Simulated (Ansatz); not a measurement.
Geometry optimisation in Ansatz: input, command and trajectory.

```yaml
crystal:
  lattice:
    - [-5.6273392766, -3.2489458462, 6.5013337589]
    - [5.6273392766, -3.2489458462, 6.5013337589]
    - [0.0, 6.4978916924, 6.5013337589]
  atoms:
    - { symbol: Pt, position: [0.6666666667, 0.3333333333, 0.0] }
    - { symbol: Pt, position: [0.6666666667, 0.0, 0.3333333333] }
    - { symbol: Pt, position: [0.3333333333, 0.6666666667, 0.0] }
    - { symbol: Pt, position: [1.0, 1.0, 0.0] }
    - { symbol: Pt, position: [0.3333333333, 0.3333333333, 0.3333333333] }
    - { symbol: Pt, position: [0.6666666667, 0.6666666667, 0.6666666667] }
    - { symbol: Pt, position: [0.3333333333, 0.0, 0.6666666667] }
    - { symbol: Pt, position: [1.0, 0.6666666667, 0.3333333333] }
    - { symbol: Pt, position: [1.0, 0.3333333333, 0.6666666667] }
    - { symbol: Se, position: [0.7107880402, 0.7107880402, 0.3774547068] }
    - { symbol: Se, position: [0.7107880402, 0.3774547068, 0.7107880402] }
    - { symbol: Se, position: [0.3688554586, 0.0547190569, 0.3791615289] }
    - { symbol: Se, position: [0.0452015404, 0.3664959642, 0.3790016125] }
    - { symbol: Se, position: [0.3774547068, 0.7107880402, 0.7107880402] }
    - { symbol: Se, position: [0.7107880402, 0.0441213735, 0.0441213735] }
    - { symbol: Se, position: [0.3774547068, 0.3774547068, 0.0441213735] }
    - { symbol: Se, position: [0.0441213735, 0.0441213735, 0.7107880402] }
    - { symbol: Se, position: [0.0441213735, 0.7107880402, 0.0441213735] }
    - { symbol: Se, position: [0.6225452932, 0.2892119598, 0.2892119598] }
    - { symbol: Se, position: [0.6225452932, 0.9558786265, 0.6225452932] }
    - { symbol: Se, position: [0.2892119598, 0.6225452932, 0.2892119598] }
    - { symbol: Se, position: [0.9539333082, 0.9669887033, 0.2859958845] }
    - { symbol: Se, position: [0.2892119598, 0.2892119598, 0.6225452932] }
    - { symbol: Se, position: [0.6225452932, 0.6225452932, 0.9558786265] }
    - { symbol: Se, position: [0.2892119598, 0.9558786265, 0.9558786265] }
    - { symbol: Se, position: [0.9558786265, 0.6225452932, 0.6225452932] }
    - { symbol: Se, position: [0.9558786265, 0.2892119598, 0.9558786265] }
    - { symbol: Pt, position: [0.1033350202, 0.1062609442, 0.3581404502] }
  host:
    lattice:
      - [3.7515595178, 0.0, 0.0]
      - [-1.8757797589, 3.2489458462, 0.0]
      - [0.0, 0.0, 6.5013337589]
    atoms:
      - { symbol: Pt, position: [0.0, 0.0, 0.0] }
      - { symbol: Se, position: [0.6666666667, 0.3333333333, 0.7990307871] }
      - { symbol: Se, position: [0.3333333333, 0.6666666667, 0.2009692129] }
basis:
  ecutwfc: 420
  xc_grid: 2
kpoints:
  mp_grid: { grid: [2, 2, 2], shift: [0.5, 0.5, 0.5] }
hamiltonian:
  xc: pbe
scf:
  occupations: { method: gaussian, width: 0.01 }
output:
  forces: true
  stress: false
  eigenvalues: true
  charged_corrections:
    defect_position: [0.10714286, 0.10714286, 0.35714286]
    epsilon: [[17.6831, 0.0, 0.0], [0.0, 17.6831, 0.0], [0.0, 0.0, 5.238]]
  write_density: true
  write_potential: true
  elf: true
  volumetric_format: npy
relax:
  adjacent_minimum: "off"
  f_tol: 0.025
  max_steps: 45
```

```bash
ansatz run input.yaml --threads 4 --pin off --max-ram 10240MiB --backend cpu --events-out ev --progress --plain --runs-dir out
```

All numbers below come from DFT PBE, scalar-relativistic, plane waves, PAW in Ansatz 0.2.0.

The cell holds a point defect: Pt interstitial, neutral.

Of 8 frames 6 are shown, positions in Å and forces in eV/Å; the SCF threshold varies from step to step.

```xyz
28
Lattice="-5.6273 -3.2489 6.5013 5.6273 -3.2489 6.5013 0.0000 6.4979 6.5013" Properties=species:S:1:pos:R:3:forces:R:3 pbc="T T T" step=1 free_energy_over_end_meV_per_atom=14.56
Pt   -1.8758   -3.2489    6.5013   -0.0009   -0.0207    0.0162
Pt   -3.7516    0.0000    6.5013    0.1553   -0.0896    0.0071
Pt    1.8758   -3.2489    6.5013   -0.0134   -0.0162    0.0192
Pt    0.0000   -6.4979   13.0027    0.0814   -0.2143    0.0746
Pt    0.0000    0.0000    6.5013    0.3864   -0.2565    0.5874
Pt    0.0000    0.0000   13.0027   -0.0075    0.0249   -0.0063
Pt   -1.8758    3.2489    6.5013    0.0648    0.1398    0.1655
Pt   -1.8758   -3.2489   13.0027    0.1109   -0.1589    0.1614
Pt   -3.7516    0.0000   13.0027   -0.0155    0.1569    0.0548
Se    0.0000   -2.1660   11.6961   -0.0133   -0.1093    0.0756
Se   -1.8758    1.0830   11.6961    0.0094    0.0065   -0.0186
Se   -1.7678    1.0876    5.2189   -0.9786    0.4329   -0.3467
Se    1.8080    1.1251    5.1406    0.9031   -0.0248    0.4468
Se    1.8758    1.0830   11.6961    0.0048   -0.0110   -0.0490
Se   -3.7516   -2.1660    5.1948   -0.0050    0.0194   -0.0614
Se    0.0000   -2.1660    5.1948    0.0151   -0.1356   -0.0878
Se    0.0000    4.3319    5.1948   -0.0439   -0.1718   -0.1951
Se    3.7516   -2.1660    5.1948    0.0362    0.0725    0.0321
Se   -1.8758   -1.0830    7.8079    0.0205   -0.0402    0.0676
Se    1.8758   -1.0830   14.3092    0.0294   -0.0064   -0.0161
Se    1.8758   -1.0830    7.8079    0.1400   -0.0019    0.0199
Se    0.0735   -4.3826   14.3479   -0.5070    0.1779    0.4955
Se    0.0000    2.1660    7.8079    0.0508    0.0451    0.1790
Se    0.0000    2.1660   14.3092   -0.0021   -0.0001    0.0411
Se    3.7516    2.1660   14.3092   -0.0174    0.0363    0.0205
Se   -1.8758   -1.0830   14.3092   -0.0533   -0.0805   -0.0557
Se   -3.7516    2.1660   14.3092    0.0119   -0.0128    0.0676
Pt    0.0165    1.6462    3.6910   -0.3621    0.2384   -1.6954
28
Lattice="-5.6273 -3.2489 6.5013 5.6273 -3.2489 6.5013 0.0000 6.4979 6.5013" Properties=species:S:1:pos:R:3:forces:R:3 pbc="T T T" step=2 free_energy_over_end_meV_per_atom=11.09
Pt   -1.8636   -3.2597    6.5304    0.1272    0.0413    0.0171
Pt   -3.7111   -0.0384    6.5037   -0.1538    0.1539   -0.0005
Pt    1.8783   -3.2548    6.5300   -0.0129    0.0714    0.0189
Pt    0.0213   -6.5646   13.0063   -0.1730    0.5466   -0.0275
Pt   -0.0034    0.0580    6.5194    0.1461   -0.3713   -0.0089
Pt    0.0054   -0.0165   13.0117    0.0278   -0.0888    0.0043
Pt   -1.8502    3.2818    6.5404   -0.2546   -0.1804   -0.1908
Pt   -1.9199   -3.2572   12.9907    0.1964   -0.0199   -0.0418
Pt   -3.7639    0.0377   13.0071    0.2015   -0.2252   -0.0577
Se    0.0072   -2.2156   11.7411    0.0211    0.1586   -0.2589
Se   -1.8635    1.0849   11.7042   -0.0414    0.0380    0.0167
Se   -1.8320    1.1785    5.1317   -0.0823   -0.0160    0.3088
Se    1.8164    1.1855    5.0912    0.0957   -0.0171    0.3626
Se    1.8879    1.0782   11.7134    0.0204    0.0399    0.0847
Se   -3.7396   -2.2033    5.1918    0.0765   -0.0482    0.1039
Se    0.0075   -2.1569    5.2254   -0.0354    0.0727   -0.0369
Se   -0.0093    4.2842    5.1209    0.0680    0.0566    0.3806
Se    3.7712   -2.1873    5.2246   -0.1451   -0.1369   -0.1825
Se   -1.8380   -1.0951    7.8433   -0.0589    0.1612   -0.1990
Se    1.9001   -1.1052   14.2980    0.0173    0.0138    0.1363
Se    1.8686   -1.0777    7.8248   -0.1753    0.1237   -0.1234
Se   -0.0252   -4.3575   14.2539    0.2328   -0.1958    0.4116
Se    0.0233    2.2110    7.8823   -0.0698   -0.0613   -0.3389
Se    0.0080    2.1448   14.3389   -0.0010    0.0025   -0.0686
Se    3.7550    2.1870   14.3568    0.1229   -0.1166   -0.0711
Se   -1.9034   -1.0973   14.2860   -0.0111    0.1243    0.0915
Se   -3.7300    2.1647   14.3665   -0.1083   -0.0440   -0.2151
Pt   -0.0213    1.6373    3.5182   -0.0310   -0.0832   -0.1150
28
Lattice="-5.6273 -3.2489 6.5013 5.6273 -3.2489 6.5013 0.0000 6.4979 6.5013" Properties=species:S:1:pos:R:3:forces:R:3 pbc="T T T" step=3 free_energy_over_end_meV_per_atom=5.27
Pt   -1.8615   -3.2433    6.5077   -0.0324    0.0127   -0.0222
Pt   -3.7341   -0.0061    6.5244   -0.0126   -0.0567    0.0925
Pt    1.8741   -3.2414    6.5098   -0.0108   -0.0102   -0.0145
Pt    0.0032   -6.5110   13.0036    0.0255   -0.0274    0.0959
Pt    0.0057    0.0280    6.4542   -0.0537    0.0640   -0.1231
Pt    0.0059   -0.0058   13.0258    0.0006    0.0486   -0.0026
Pt   -1.8797    3.2687    6.5174    0.0438    0.0582    0.0707
Pt   -1.8802   -3.2562   13.0246   -0.0299   -0.0534    0.0974
Pt   -3.7395    0.0189   13.0156   -0.0378    0.0450    0.0249
Se    0.0073   -2.1832   11.7337   -0.0135   -0.0468    0.0331
Se   -1.8586    1.0889   11.7088   -0.0025   -0.0132    0.0114
Se   -1.8963    1.1662    5.1462    0.0628    0.0649   -0.2539
Se    1.8998    1.1587    5.1493   -0.0279    0.0941   -0.2624
Se    1.8725    1.0890   11.7157   -0.0147    0.0068   -0.0246
Se   -3.7464   -2.1666    5.2057   -0.0082    0.0148   -0.0265
Se    0.0048   -2.1693    5.1688    0.0145   -0.0224    0.0543
Se    0.0033    4.3128    5.1993   -0.0050   -0.0096   -0.1663
Se    3.7550   -2.1698    5.2015    0.0152    0.0445    0.0137
Se   -1.8417   -1.0610    7.7870    0.0397   -0.0182    0.0434
Se    1.8842   -1.0866   14.3390    0.0342    0.0150   -0.0614
Se    1.8444   -1.0601    7.7878    0.0385   -0.0037    0.0307
Se    0.0065   -4.3872   14.3622   -0.0118    0.1966   -0.2165
Se    0.0021    2.1742    7.7998    0.0272   -0.0321    0.0770
Se    0.0055    2.1700   14.3235    0.0003    0.0068    0.0204
Se    3.7567    2.1800   14.3287   -0.0182   -0.0026    0.0123
Se   -1.8753   -1.0825   14.3320   -0.0312   -0.0246   -0.0337
Se   -3.7457    2.1773   14.3192    0.0124    0.0108    0.0617
Pt    0.0037    1.4437    3.5619   -0.0045   -0.3625    0.4675
28
Lattice="-5.6273 -3.2489 6.5013 5.6273 -3.2489 6.5013 0.0000 6.4979 6.5013" Properties=species:S:1:pos:R:3:forces:R:3 pbc="T T T" step=5 free_energy_over_end_meV_per_atom=1.06
Pt   -1.8652   -3.2295    6.5061    0.0141   -0.0110    0.0237
Pt   -3.7308   -0.0020    6.5690    0.0454    0.0210   -0.0292
Pt    1.8679   -3.2332    6.5099   -0.0011    0.0032    0.0158
Pt    0.0019   -6.4937   13.0365    0.0269   -0.1269   -0.0846
Pt    0.0081    0.0443    6.3521   -0.0577   -0.1091    0.1447
Pt    0.0037    0.0099   13.0350   -0.0050   -0.0391    0.0020
Pt   -1.8751    3.2791    6.4833   -0.0067    0.0330    0.0040
Pt   -1.8824   -3.2606   13.0790   -0.0775    0.0490    0.0064
Pt   -3.7416    0.0283   12.9988    0.0109    0.0435   -0.0081
Se    0.0018   -2.1939   11.7794    0.0055   -0.0661    0.1127
Se   -1.8583    1.1007   11.7131   -0.0018    0.0085    0.0072
Se   -1.9671    1.1770    5.0868    0.1462    0.0856   -0.2506
Se    1.9837    1.1718    5.1089   -0.1409    0.1007   -0.3010
Se    1.8614    1.1051   11.7097    0.0092   -0.0102   -0.0071
Se   -3.7578   -2.1466    5.2265   -0.0367    0.0165    0.0471
Se    0.0037   -2.1835    5.1497    0.0042   -0.0397   -0.0666
Se    0.0117    4.3499    5.1724   -0.0250    0.0632    0.0446
Se    3.7578   -2.1531    5.2239    0.0620    0.0401    0.1034
Se   -1.7967   -1.0339    7.7629    0.0138    0.0060    0.0110
Se    1.9025   -1.0579   14.3335    0.0190   -0.0111   -0.0079
Se    1.7971   -1.0396    7.7703    0.0677    0.0119    0.0059
Se    0.0156   -4.4046   14.4531   -0.0588    0.0088    0.0489
Se   -0.0002    2.1528    7.7509    0.0127    0.0675   -0.0567
Se   -0.0003    2.1886   14.3294    0.0047   -0.0211   -0.0254
Se    3.7510    2.1716   14.3281   -0.0209    0.0096    0.0142
Se   -1.8870   -1.0617   14.3437   -0.0223   -0.0324   -0.0164
Se   -3.7443    2.1807   14.3292    0.0139   -0.0186    0.0266
Pt    0.0145    1.1804    3.6116   -0.0019   -0.0844    0.2361
28
Lattice="-5.6273 -3.2489 6.5013 5.6273 -3.2489 6.5013 0.0000 6.4979 6.5013" Properties=species:S:1:pos:R:3:forces:R:3 pbc="T T T" step=6 free_energy_over_end_meV_per_atom=0.59
Pt   -1.8606   -3.2339    6.5236    0.0056    0.0310    0.0061
Pt   -3.7185   -0.0032    6.5857   -0.0093    0.0001    0.0136
Pt    1.8701   -3.2337    6.5205   -0.0168    0.0256    0.0020
Pt    0.0043   -6.5002   13.0759   -0.0115    0.0869    0.0588
Pt    0.0037    0.0339    6.3401    0.0261    0.0240   -0.1696
Pt    0.0042    0.0020   13.0336   -0.0017    0.0026    0.0076
Pt   -1.8738    3.2933    6.4555    0.0183   -0.0054   -0.0339
Pt   -1.8991   -3.2531   13.0868    0.0086    0.0105   -0.0244
Pt   -3.7442    0.0447   12.9555   -0.0230   -0.0016   -0.0328
Se    0.0044   -2.2213   11.8178    0.0098    0.0254   -0.0400
Se   -1.8484    1.1164   11.7058    0.0485   -0.0125    0.0020
Se   -1.9848    1.2059    5.0233   -0.0139   -0.1131    0.1352
Se    1.9989    1.2096    5.0205   -0.0105   -0.1285    0.1224
Se    1.8572    1.1137   11.7047   -0.0469   -0.0044    0.0091
Se   -3.7695   -2.1489    5.2704    0.0387    0.0145   -0.0316
Se    0.0036   -2.2040    5.1439    0.0001    0.0614    0.0645
Se    0.0032    4.4072    5.1674    0.0088   -0.0598   -0.0463
Se    3.7797   -2.1478    5.2675   -0.0395    0.0020   -0.0306
Se   -1.7732   -1.0226    7.7660   -0.0734   -0.0567    0.0517
Se    1.9273   -1.0539   14.3200   -0.0616    0.0000    0.0142
Se    1.7877   -1.0228    7.7634    0.0205   -0.0650    0.0589
Se    0.0010   -4.4205   14.5191    0.0238    0.0386   -0.1059
Se    0.0065    2.1694    7.6933   -0.0139   -0.0217    0.0670
Se    0.0052    2.1766   14.3301    0.0035   -0.0002   -0.0088
Se    3.7394    2.1587   14.3468   -0.0116   -0.0018   -0.0020
Se   -1.9199   -1.0571   14.3181    0.0722    0.0325    0.0306
Se   -3.7344    2.1571   14.3484    0.0341    0.0062   -0.0031
Pt    0.0054    1.0809    3.6492    0.0150    0.1093   -0.1147
28
Lattice="-5.6273 -3.2489 6.5013 5.6273 -3.2489 6.5013 0.0000 6.4979 6.5013" Properties=species:S:1:pos:R:3:forces:R:3 pbc="T T T" step=8 free_energy_over_end_meV_per_atom=0.00
Pt   -1.8602   -3.2325    6.5185    0.0038   -0.0058   -0.0020
Pt   -3.7225   -0.0032    6.5836    0.0106    0.0019    0.0020
Pt    1.8692   -3.2329    6.5185   -0.0022   -0.0058   -0.0042
Pt    0.0044   -6.4967   13.0627    0.0029    0.0029    0.0105
Pt    0.0049    0.0353    6.3434   -0.0031   -0.0065    0.0120
Pt    0.0046    0.0037   13.0357    0.0005    0.0017   -0.0071
Pt   -1.8746    3.2872    6.4598   -0.0110   -0.0014    0.0120
Pt   -1.8953   -3.2525   13.0851   -0.0176    0.0068    0.0013
Pt   -3.7433    0.0389   12.9627    0.0113   -0.0046    0.0079
Se    0.0046   -2.2128   11.8068    0.0006    0.0015   -0.0031
Se   -1.8452    1.1103   11.7061   -0.0026    0.0035   -0.0008
Se   -1.9771    1.1866    5.0478    0.0186   -0.0002   -0.0017
Se    1.9867    1.1881    5.0485   -0.0152   -0.0048   -0.0010
Se    1.8543    1.1101   11.7056    0.0014    0.0045   -0.0020
Se   -3.7629   -2.1459    5.2570    0.0031   -0.0007   -0.0043
Se    0.0045   -2.1950    5.1486    0.0014    0.0032    0.0060
Se    0.0052    4.3883    5.1652   -0.0014   -0.0027   -0.0070
Se    3.7717   -2.1461    5.2570   -0.0027   -0.0011   -0.0053
Se   -1.7843   -1.0316    7.7720   -0.0012    0.0038   -0.0001
Se    1.9173   -1.0546   14.3258    0.0003   -0.0006    0.0060
Se    1.7936   -1.0320    7.7720    0.0025    0.0045    0.0003
Se    0.0040   -4.4076   14.4921    0.0042   -0.0043   -0.0190
Se    0.0043    2.1658    7.7112    0.0013    0.0006   -0.0056
Se    0.0044    2.1793   14.3298    0.0003   -0.0025   -0.0003
Se    3.7429    2.1608   14.3380    0.0011   -0.0009   -0.0029
Se   -1.9075   -1.0548   14.3265   -0.0017   -0.0011    0.0059
Se   -3.7335    2.1618   14.3389   -0.0043   -0.0009   -0.0042
Pt    0.0053    1.1283    3.6341   -0.0009    0.0088    0.0068
```

Time: 5.4 min on 4 threads of Arm Neoverse V2, on a shared host, peak memory 3.7 GiB.

Spin–orbit coupling is left out, which can shift energies with elements as heavy as these.